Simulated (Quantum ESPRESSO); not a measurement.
# GaSb: band structure with PBEsol

**Experimental background.**

A printed reference work, data compilation reports, for a bulk crystal of GaSb at 4.2 K: band gap 0.811 eV (direct).

GaSb:

```
Sb Ga
1.0
     0.00000    3.05900    3.05900
     3.05900    0.00000    3.05900
     3.05900    3.05900    0.00000
Sb Ga
1 1
Direct
  0.75000 0.75000 0.75000
  0.00000 0.00000 0.00000
```

| Quantity | Value |
| --- | --- |
| Program | Quantum ESPRESSO 7.5 |
| Task | band structure |
| Functional | PBEsol |
| Potentials or basis | PseudoDojo 0.4.1 SR PBEsol standard |
| Cutoff | 1088 eV |
| Density cutoff | 4354 eV |
| k mesh | 8 × 8 × 8 |
| Occupations | fermi-dirac, width 0.05 eV |
| Spin | no spin polarisation |
| Mixing beta | 0.5 |
| Most SCF iterations | 120 |
| SCF threshold | 4e-10 Ry |

The pressure is -0.2 GPa. The band gap on the k mesh is none (metal or under the smearing width).

Levels at the corners of the path, in eV from the Fermi level:
```
point  band 10  band 11  band 12  band 13  band 14  band 15  band 16  band 17  band 18  band 19
    Γ   -15.01   -11.56    -0.08    -0.05    -0.05    -0.05     2.73     2.73     2.73     5.61
    X   -15.01    -9.11    -6.86    -2.63    -2.63     0.80     1.12     8.66     8.66     9.95
    W   -15.01    -9.07    -6.73    -3.42    -3.20     3.62     4.20     4.34     4.67     9.87
    K   -15.01    -9.18    -6.68    -3.68    -2.24     1.29     3.78     6.53     6.78     7.45
    Γ   -15.01   -11.56    -0.08    -0.05    -0.05    -0.05     2.73     2.73     2.73     5.61
    L   -15.01    -9.93    -6.43    -1.20    -1.20     0.30     3.68     3.68     6.32     9.22
    U   -15.01    -9.18    -6.68    -3.68    -2.24     1.29     3.78     6.53     6.78     7.45
    W   -15.01    -9.07    -6.73    -3.42    -3.20     3.62     4.20     4.34     4.67     9.87
    L   -15.01    -9.93    -6.43    -1.20    -1.20     0.30     3.68     3.68     6.32     9.22
    K   -15.01    -9.18    -6.68    -3.68    -2.24     1.29     3.78     6.53     6.78     7.45
    U   -15.01    -9.18    -6.68    -3.68    -2.24     1.29     3.78     6.53     6.78     7.45
    X   -15.01    -9.11    -6.86    -2.63    -2.63     0.80     1.12     8.66     8.66     9.95
```

Run time: 79 s on 1 thread of Arm Neoverse V2, on a shared host, peak memory 0.13 GiB.

Measured gap of GaSb: 0.811 eV (direct; 4.2 K; a printed reference work, data compilation). This calculation gives 0.00 eV (-0.81 eV). Spin-orbit coupling on Ga, Sb is left out. The value is that of PBEsol on a finite k mesh, which can miss the band edges, without temperature or zero-point motion. Semilocal functionals fall short of measured gaps as a rule.

Caveat: spin-orbit coupling is left out, which moves the levels of the heavy elements; this crystal is a semiconductor, whose small gap the functional closes, so the metal is an error of the method.
